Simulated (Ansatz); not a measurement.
# How far is PAW off for MgI2?

```
Mg I
1.0
     0.00000    3.76373    3.76373
     3.76373    0.00000    3.76373
     3.76373    3.76373    0.00000
Mg I
1 2
Direct
  0.00000 0.00000 0.00000
  0.25000 0.25000 0.25000
  0.75000 0.75000 0.75000
```

Atoms are numbered in the order listed.

The cell was built from the fluorite type and relaxed in the same program, and has space group Fm-3m; it needn't be a known or the stable phase.

Spin–orbit coupling is left out, though it moves levels of the heavy atoms by tenths of an eV or more.

Methods: DFT, PBE, PAW with Ansatz's default frozen-core files, scalar-relativistic (Ansatz 0.2.0); DFT, PBE, all-electron PAW with datasets made for the crystal, scalar-relativistic (Ansatz 0.2.0); DFT, PBE, all-electron LAPW, scalar-relativistic (Ansatz 0.2.0).

For PAW: a Γ-centred 10×10×10 k mesh, Fermi–Dirac smearing of 0.03 eV, cutoff 420 eV, no spin polarisation. The crystal-made all-electron datasets (AE datasets) take a cutoff of 140 eV at this cell. LAPW targets a basis error of 1 meV/atom. The Ansatz runs share mesh, smearing and spin set-up. Plane-wave (PAW) pressures include the program's estimate of the Pulay term.

Stress and pressure are positive in compression.

Levels count from the top of the valence band.

| quantity | PAW | AE datasets | LAPW |
| --- | --- | --- | --- |
| pressure (GPa) | 0.02 | 0.02 | 0.03 |
| band gap (eV) | 0.597 | 0.593 | 0.593 |
| highest filled level at K (eV) | -0.155 | -0.155 | -0.155 |
| lowest empty level at K (eV) | 1.746 | 1.744 | 1.744 |
| highest filled level at L (eV) | -2.229 | -2.229 | -2.229 |
| lowest empty level at L (eV) | 2.661 | 2.658 | 2.658 |
| highest filled level at Γ (eV) | -1.093 | -1.093 | -1.093 |
| lowest empty level at Γ (eV) | 0.597 | 0.593 | 0.593 |
